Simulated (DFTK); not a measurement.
**B under changes of volume**

One of the cells (8.729 Å³/atom); the others are scaled copies at fixed shape and fractional positions:

```
CELL_PARAMETERS angstrom
2.34611 0.00000 0.00000
0.00000 2.34611 0.00000
0.00000 0.00000 1.58579
ATOMIC_POSITIONS crystal
B 0.50000 0.50000 0.50000
```

The cell was built by a generator and needn't be a form met in nature.

- Program: DFTK 0.8.2
- Functional: PBE
- Potentials or basis: dojo.nc.sr.pbe.v0_4_1.standard.upf (PBE)
- Cutoff: 1034 eV
- k mesh: 11 × 11 × 16
- Occupations: fermi-dirac, width 0.05 eV
- Spin: no spin polarisation

```tsv
volume (Å³/atom)	energy over the lowest point (meV/atom)	pressure (GPa)
8.205	?	?
8.379	6.85	6.9
8.554	1.41	3.0
8.729	0.00	-0.5
8.903	2.28	-3.7
9.078	7.95	-6.7
9.252	16.72	-9.4
```

What does the run at 8.205 Å³/atom give?

Energy over the lowest point 16.67 meV/atom; pressure 11.1 GPa.

Worked out: A Birch-Murnaghan fit of order 3 (a polynomial in V^(-2/3)) to the other rows has its minimum at 8.71 Å³/atom with B0 = V·E''(V) = 170 GPa and B' = 3.2 at fixed shape and positions, which overstates the stiffness. It gives 16.60 meV/atom at 8.205 Å³/atom, against the run's 16.67, and -dE/dV = 11.1 GPa, against 11.1.

Energies are extrapolated to zero smearing.
